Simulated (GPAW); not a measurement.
Here is a GPAW 26.7.0 calculation.

run.py

```python
from ase import Atoms
from ase.dft.bandgap import bandgap
from ase.io import write
from ase.units import GPa
from gpaw import GPAW, PW

atoms = Atoms(['Hf', 'B', 'B'],
              cell=[[3.14, 0.0, 0.0],
                    [-1.57, 2.7193197679, 0.0],
                    [0.0, 0.0, 3.48]],
              scaled_positions=[[0.0, 0.0, 0.0],
                                [0.6666666667, 0.3333333333, 0.5],
                                [0.3333333333, 0.6666666667, 0.5]],
              pbc=True)

calc = GPAW(mode=PW(800),
            xc='PBE',
            kpts={'size': (10, 10, 8), 'gamma': True},
            occupations={'name': 'methfessel-paxton', 'order': 0, 'width': 0.014},
            nbands=20,
            convergence={'density': 1e-05, 'energy': 1e-05},
            maxiter=150,
            txt='gpaw.txt')
atoms.calc = calc
energy = atoms.get_potential_energy()
forces = atoms.get_forces()
stress = atoms.get_stress()
calc.write('gs.gpw')
write('result.traj', atoms)
print(f'Energy: {energy:.6f} eV')
print('Forces (eV/A):')
print(forces.round(4))
print('Stress (GPa):', (stress / GPa).round(3))
print('Fermi level:', round(calc.get_fermi_level(), 4), 'eV')
print(f'Gap: {bandgap(calc)[0]:.4f} eV, direct: {bandgap(calc, direct=True)[0]:.4f} eV')
```

Potentials or basis: GPAW PAW data sets (gpaw-data 1.2.1), pw.

Launch:

```console
$ OMP_NUM_THREADS=1 python run.py
```

Q: Predict the band gap on the k mesh.

A: None (metal or under the smearing width).

Q: Predict the pressure.

A: 2.1 GPa.

Stress tensor (GPa, compression positive):
```
1.72 0.00 0.00
0.00 1.72 0.00
0.00 0.00 2.90
```

Spin-orbit coupling is left out, which matters for the levels of Hf.
